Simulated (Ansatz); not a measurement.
**Te2Mo, relaxed**

The start is Te2Mo, a borrowed structure type, volume estimated. Where does it settle when we relax cell and atoms, and what is it like there?

Method: DFT, PBE, no spin polarisation, plane waves, PAW, in Ansatz 0.2.0.

**1. The system as given**

It takes space group I4/mcm (No. 140, tetragonal). Conventional cell: a = 6.963 Å, b = 6.963 Å, c = 6.083 Å, α = 90.00°, β = 90.00°, γ = 90.00°. Te (site symmetry m2m) is surrounded by 1 Te at 2.98 Å and 4 Mo at 3.05 Å. Around Mo (site symmetry 422) lie 2 Mo at 3.04 Å and 8 Te at 3.05 Å.

Structure file:

```
Te Mo
1.0
    -3.48148    3.48148    3.04133
     3.48148   -3.48148    3.04133
     3.48148    3.48148   -3.04133
Te Mo
4 2
Direct
  0.65156 0.15156 0.80312
  0.15156 0.34844 0.50000
  0.34844 0.84844 0.19688
  0.84844 0.65156 0.50000
  0.25000 0.25000 0.00000
  0.75000 0.75000 0.00000
```

The first density is read from a saved solution for the starting cell.

**2. The walk to rest**

The input, input.yaml:

```yaml
crystal:
  lattice:
    - [-3.48148, 3.48148, 3.041329]
    - [3.48148, -3.48148, 3.041329]
    - [3.48148, 3.48148, -3.041329]
  atoms:
    - { symbol: Te, position: [0.65156, 0.15156, 0.80312] }
    - { symbol: Te, position: [0.15156, 0.34844, 0.5] }
    - { symbol: Te, position: [0.34844, 0.84844, 0.19688] }
    - { symbol: Te, position: [0.84844, 0.65156, 0.5] }
    - { symbol: Mo, position: [0.25, 0.25, 0.0] }
    - { symbol: Mo, position: [0.75, 0.75, 0.0] }
  symmetry: { tolerance: 0.0003 }
kpoints:
  mp_grid: { grid: [7, 7, 7], shift: [0, 0, 0] }
magnetization:
  spin_polarized: false
scf:
  occupations: { method: gaussian, width: 0.1549 }
  lower_state_search: "off"
hamiltonian:
  pseudopotentials: { kind: paw }
  xc: pbe
basis:
  ecutwfc: 420
  fft_grid_basis: typed
relax:
  max_steps: 80
  cell: { p_target: 0.0 }
output:
  forces: true
  stress: true
  eigenvalues: true
  bader: true
  populations: true
  elf: true
  write_potential: true
  volumetric_format: npy
  dos:
    e_range: [-12, 8]
    de: 0.05
    projected: { site_lists: { Mo: [Mo], Te: [Te] } }
  write_density: true
checkpoint:
  read: saved_state
```

The run is started by

```console
ansatz run input.yaml --threads 2 --pin off --max-ram 2560MiB --backend cpu --events-out ev --progress --plain --runs-dir out
```

What it wrote:

```text
Warning: checkpoint.read: basis.xc_grid differs: saved 1, current 2 (points along each axis for each point of the dense box; where the key is left out runs that use forces, runs that use the stress, dielectric runs by a finite field, finite-displacement phonons, runs of phonons.displacement_patterns under a GGA or a meta-GGA, phonons by method: dfpt, dielectric runs by the response, runs on support functions, runs on PAW files under a meta-GGA or a hybrid on one, runs at kind: all_electron or under a hybrid on a GGA, runs under a text's formulas of a gradient, and runs on PAW files that evaluate rPW86 or Becke's exchange or LYP's correlation can take a finer level, which can go by the root key accuracy; a number is taken as typed: the saved number, typed, holds this deck to the state's level, where the deck is accepted there); the SCF iterates at this deck's level from the saved density; a trajectory continued from that state goes on on another energy surface; basis.xc_grid: 1, typed and accepted, keeps it on the saved one
Warning: RAYON_NUM_THREADS=2 ignored (pool sized by the plan → 2); use --threads N
Engine: ansatz 0.2.0, aarch64-unknown-linux-gnu
Pseudopotentials: kind: paw
Pseudopotential: Te, paw, valence charge 16, recommended cutoff 420 eV (normal), Te.paw.azcp
Pseudopotential: Mo, paw, valence charge 14, recommended cutoff 420 eV (normal), Mo.paw.azcp
Functional definition: PBE
  parameter kappa = 0.804
  parameter beta = 0.06672455060314922
  exchange = pbe_x(kappa = kappa, mu = beta*pi^2/3)
  correlation = pbe_c(beta = beta)
Crystal: 6 atoms, lattice volume = 147.452 Å³
Basis set: ecut = 420 eV, 2903 PW (Γ), exchange–correlation on 80×80×80 points (8 copies of the dense FFT grid, shifted against one another)
Bands: 56, of which v1, the nominal top of the filled ones, is band 46 counted from 1 (45 counted from 0)
Symmetry: 16 space group operations
Space group: I4/mcm (ITA 140), of the structure as read, at distance tolerance 1.6e-3 Å
k-points: 40 of 343
Non-local potential: Te, projectors of the file, l = 0: 2, l = 1: 2, l = 2: 2, l = 3: 2
Non-local potential: Mo, projectors of the file, l = 0: 3, l = 1: 2, l = 2: 2, l = 3: 1
PAW form: soft (Blöchl's): semilocal exchange-correlation on the pseudo side does not see the compensation charge
PAW one-centre angular grid: Te, 590 points (default); XC on 64 Gauss nodes
PAW one-centre angular grid: Mo, 590 points (default); XC on 64 Gauss nodes
Initial density: read from a saved state, or passed on in memory by an earlier SCF of this step, an earlier step, the calling program or the single point that the run made first
Initial wavefunctions: pseudopotential atomic-orbital guess
Functional: x = pbe(κ = 0.804, μ = 0.2195149727645171), c = pbe(β = 0.06672455060314922)
iter 1 solved again at ethr=1.44e-6 eV; its pass at ethr=3.10e-3 eV (dr2=1.33e-3 eV) is discarded
SCF iter   1: F=—  HF=-37829.636180 eV  |F-HF|=—  |Δ(HF+E_count)|=         —  Δρ=1.04e-3  dr2=1.29e-3  ethr=1.44e-6  ⟨swp⟩=3.1  Hψ=12848  notcnv=0
preconditioner: auto → Kerker (q_TF=auto, 2.522 Å⁻¹)  [metal: Δε(μ)=0.016 eV  Ē_g=6.655 eV  σ=0.155 eV  W_gap=0.06  n_scr=42 (ndim 8)  ℏωp=18.3 eV  f_vac=0.000  D(μ)=6.87/eV (n_scr^D=70)]
SCF iter   2: F=—  HF=-37829.636190 eV  |F-HF|=—  |Δ(HF+E_count)|=   1.02e-5  Δρ=5.68e-4  dr2=4.52e-4  ethr=1.40e-6  ⟨swp⟩=1.0  Hψ=2240  notcnv=0
SCF iter   3: F=—  HF=-37829.636173 eV  |F-HF|=—  |Δ(HF+E_count)|=   1.66e-5  Δρ=8.74e-5  dr2=1.73e-5  ethr=4.91e-7  ⟨swp⟩=2.0  Hψ=2689  notcnv=0
SCF iter   4: F=—  HF=-37829.636166 eV  |F-HF|=—  |Δ(HF+E_count)|=   7.51e-6  Δρ=2.55e-5  dr2=1.44e-6  ethr=1.88e-8  ⟨swp⟩=2.0  Hψ=2933  notcnv=0
SCF iter   5: F=—  HF=-37829.636166 eV  |F-HF|=—  |Δ(HF+E_count)|=   1.09e-7  Δρ=7.17e-6  dr2=1.11e-7  ethr=1.57e-9  ⟨swp⟩=2.8  Hψ=3945  notcnv=0
SCF iter   6: F=-37829.636166 eV  HF=-37829.636166 eV  |F-HF|=1.01e-9  |Δ(HF+E_count)|=   7.14e-9  Δρ=2.39e-6  dr2=7.56e-9  ethr=1.09e-10  ⟨swp⟩=10.3  Hψ=14289  notcnv=0
SCF 1 converged in 6 iterations: F = -37829.636166 eV  dr2 = 7.56e-9
relax step   1: F+E_penalty+E_count = -37829.63616604 eV  Δ(F+E_penalty+E_count) = +0.000e0 eV  max|allowed force component| = 1.014e0 eV/Å  Δτ_max = 0.0000 Å  P = -6.682 GPa  Ω = 147.452 Å³  (6 SCF iters, dr2 threshold 1.00e-7 eV, accepted)
Crystal: 6 atoms, lattice volume = 134.285 Å³
Basis set: ecut = 420 eV, 2593 PW (Γ), exchange–correlation on 80×80×80 points (8 copies of the dense FFT grid, shifted against one another)
Initial density: handed on by an earlier stage of this run
Initial wavefunctions: those handed on with the density
iter 1 solved again at ethr=1.40e-4 eV; its pass at ethr=3.10e-3 eV (dr2=1.29e-1 eV) is discarded
SCF iter   1: F=—  HF=-37830.384131 eV  |F-HF|=—  |Δ(HF+E_count)|=         —  Δρ=8.16e-3  dr2=1.24e-1  ethr=1.40e-4  ⟨swp⟩=1.9  Hψ=10424  notcnv=0
preconditioner: auto → Kerker (q_TF=auto, 2.562 Å⁻¹)  [metal: Δε(μ)=0.033 eV  Ē_g=7.247 eV  σ=0.155 eV  W_gap=0.12  n_scr=42 (ndim 8)  ℏωp=19.2 eV  f_vac=0.000  D(μ)=5.45/eV (n_scr^D=46)]
SCF iter   2: F=—  HF=-37830.375977 eV  |F-HF|=—  |Δ(HF+E_count)|=   8.15e-3  Δρ=4.75e-3  dr2=4.60e-2  ethr=1.35e-4  ⟨swp⟩=1.0  Hψ=2240  notcnv=0
SCF iter   3: F=—  HF=-37830.371488 eV  |F-HF|=—  |Δ(HF+E_count)|=   4.49e-3  Δρ=5.75e-4  dr2=5.92e-4  ethr=5.00e-5  ⟨swp⟩=1.3  Hψ=2255  notcnv=0
SCF iter   4: F=—  HF=-37830.371537 eV  |F-HF|=—  |Δ(HF+E_count)|=   4.90e-5  Δρ=1.96e-4  dr2=5.25e-5  ethr=6.44e-7  ⟨swp⟩=2.0  Hψ=2961  notcnv=0
SCF iter   5: F=—  HF=-37830.371543 eV  |F-HF|=—  |Δ(HF+E_count)|=   5.30e-6  Δρ=5.28e-5  dr2=6.45e-6  ethr=5.70e-8  ⟨swp⟩=3.0  Hψ=4466  notcnv=0
SCF iter   6: F=-37830.371543 eV  HF=-37830.371543 eV  |F-HF|=7.37e-8  |Δ(HF+E_count)|=   1.45e-7  Δρ=1.49e-5  dr2=4.69e-7  ethr=6.52e-10  ⟨swp⟩=9.5  Hψ=15646  notcnv=0
SCF 2 converged in 6 iterations: F = -37830.371543 eV  dr2 = 4.69e-7
relax step   2: F+E_penalty+E_count = -37830.37154278 eV  Δ(F+E_penalty+E_count) = -7.354e-1 eV  max|allowed force component| = 1.776e-1 eV/Å  Δτ_max = 0.1959 Å  P = +1.817 GPa  Ω = 134.285 Å³  energy of the carried Pulay correction = +2.529e-3 eV  (6 SCF iters, dr2 threshold 6.00e-7 eV, accepted)
Crystal: 6 atoms, lattice volume = 137.716 Å³
Basis set: ecut = 420 eV, 2699 PW (Γ), exchange–correlation on 80×80×80 points (8 copies of the dense FFT grid, shifted against one another)
iter 1 solved again at ethr=1.72e-5 eV; its pass at ethr=3.10e-3 eV (dr2=1.58e-2 eV) is discarded
SCF iter   1: F=—  HF=-37830.427775 eV  |F-HF|=—  |Δ(HF+E_count)|=         —  Δρ=2.18e-3  dr2=1.56e-2  ethr=1.72e-5  ⟨swp⟩=1.3  Hψ=11510  notcnv=0
preconditioner: auto → Kerker (q_TF=auto, 2.551 Å⁻¹)  [metal: Δε(μ)=0.035 eV  Ē_g=7.141 eV  σ=0.155 eV  W_gap=0.13  n_scr=42 (ndim 8)  ℏωp=19.0 eV  f_vac=0.000  D(μ)=6.21/eV (n_scr^D=54)]
SCF iter   2: F=—  HF=-37830.426354 eV  |F-HF|=—  |Δ(HF+E_count)|=   1.42e-3  Δρ=1.36e-3  dr2=6.25e-3  ethr=1.70e-5  ⟨swp⟩=1.0  Hψ=2240  notcnv=0
SCF iter   3: F=—  HF=-37830.425282 eV  |F-HF|=—  |Δ(HF+E_count)|=   1.07e-3  Δρ=1.98e-4  dr2=5.47e-5  ethr=6.80e-6  ⟨swp⟩=2.1  Hψ=2657  notcnv=0
SCF iter   4: F=—  HF=-37830.425287 eV  |F-HF|=—  |Δ(HF+E_count)|=   4.35e-6  Δρ=4.73e-5  dr2=3.87e-6  ethr=5.94e-8  ⟨swp⟩=2.0  Hψ=3160  notcnv=0
iter 5 did not close the SCF: its close was put off for the readings that it lacked (scf_convergence_deferred on its scf_iter line)
SCF iter   5: F=-37830.425287 eV  HF=-37830.425287 eV  |F-HF|=9.26e-8  |Δ(HF+E_count)|=   3.85e-7  Δρ=1.51e-5  dr2=4.14e-7  ethr=4.20e-9  ⟨swp⟩=3.0  Hψ=4365  notcnv=0
SCF iter   6: F=-37830.425287 eV  HF=-37830.425287 eV  |F-HF|=1.87e-8  |Δ(HF+E_count)|=   1.83e-8  Δρ=4.78e-6  dr2=4.99e-8  ethr=4.50e-10  ⟨swp⟩=8.6  Hψ=16200  notcnv=0
SCF 3 converged in 6 iterations: F = -37830.425287 eV  dr2 = 4.99e-8
relax step   3: F+E_penalty+E_count = -37830.42528715 eV  Δ(F+E_penalty+E_count) = -5.374e-2 eV  max|allowed force component| = 5.000e-2 eV/Å  Δτ_max = 0.0116 Å  P = -1.092 GPa  Ω = 137.716 Å³  energy of the carried Pulay correction = +1.848e-3 eV  (6 SCF iters, dr2 threshold 6.00e-7 eV, accepted)
Crystal: 6 atoms, lattice volume = 136.244 Å³
Basis set: ecut = 420 eV, 2683 PW (Γ), exchange–correlation on 80×80×80 points (8 copies of the dense FFT grid, shifted against one another)
iter 1 solved again at ethr=7.69e-6 eV; its pass at ethr=3.10e-3 eV (dr2=7.07e-3 eV) is discarded
SCF iter   1: F=—  HF=-37830.440312 eV  |F-HF|=—  |Δ(HF+E_count)|=         —  Δρ=1.65e-3  dr2=8.42e-3  ethr=7.69e-6  ⟨swp⟩=2.0  Hψ=11562  notcnv=0
preconditioner: auto → Kerker (q_TF=auto, 2.555 Å⁻¹)  [metal: Δε(μ)=0.040 eV  Ē_g=7.196 eV  σ=0.155 eV  W_gap=0.15  n_scr=42 (ndim 8)  ℏωp=19.1 eV  f_vac=0.000  D(μ)=6.35/eV (n_scr^D=54)]
SCF iter   2: F=—  HF=-37830.439572 eV  |F-HF|=—  |Δ(HF+E_count)|=   7.40e-4  Δρ=9.10e-4  dr2=2.67e-3  ethr=7.69e-6  ⟨swp⟩=1.0  Hψ=2240  notcnv=0
SCF iter   3: F=—  HF=-37830.439223 eV  |F-HF|=—  |Δ(HF+E_count)|=   3.48e-4  Δρ=1.37e-4  dr2=4.25e-5  ethr=2.90e-6  ⟨swp⟩=1.9  Hψ=2329  notcnv=0
SCF iter   4: F=—  HF=-37830.439230 eV  |F-HF|=—  |Δ(HF+E_count)|=   6.51e-6  Δρ=4.35e-5  dr2=3.00e-6  ethr=4.62e-8  ⟨swp⟩=2.0  Hψ=2971  notcnv=0
iter 5 did not close the SCF: its close was put off for the readings that it lacked (scf_convergence_deferred on its scf_iter line)
SCF iter   5: F=-37830.439230 eV  HF=-37830.439230 eV  |F-HF|=7.15e-8  |Δ(HF+E_count)|=   6.08e-7  Δρ=1.36e-5  dr2=4.14e-7  ethr=3.26e-9  ⟨swp⟩=3.0  Hψ=4409  notcnv=0
SCF iter   6: F=-37830.439231 eV  HF=-37830.439231 eV  |F-HF|=8.05e-9  |Δ(HF+E_count)|=   4.29e-8  Δρ=3.39e-6  dr2=2.81e-8  ethr=4.50e-10  ⟨swp⟩=8.2  Hψ=14953  notcnv=0
SCF 4 converged in 6 iterations: F = -37830.439231 eV  dr2 = 2.81e-8
relax step   4: F+E_penalty+E_count = -37830.43923051 eV  Δ(F+E_penalty+E_count) = -1.394e-2 eV  max|allowed force component| = 1.800e-3 eV/Å  Δτ_max = 0.0113 Å  P = -0.239 GPa  Ω = 136.244 Å³  energy of the carried Pulay correction = +2.138e-3 eV  (6 SCF iters, dr2 threshold 6.00e-7 eV, accepted)
Crystal: 6 atoms, lattice volume = 135.919 Å³
Basis set: ecut = 420 eV, 2667 PW (Γ), exchange–correlation on 80×80×80 points (8 copies of the dense FFT grid, shifted against one another)
iter 1 solved again at ethr=5.58e-7 eV; its pass at ethr=3.10e-3 eV (dr2=5.13e-4 eV) is discarded
SCF iter   1: F=—  HF=-37830.439902 eV  |F-HF|=—  |Δ(HF+E_count)|=         —  Δρ=4.21e-4  dr2=4.72e-4  ethr=5.58e-7  ⟨swp⟩=3.0  Hψ=9945  notcnv=0
```

[end of part 1 of 2]
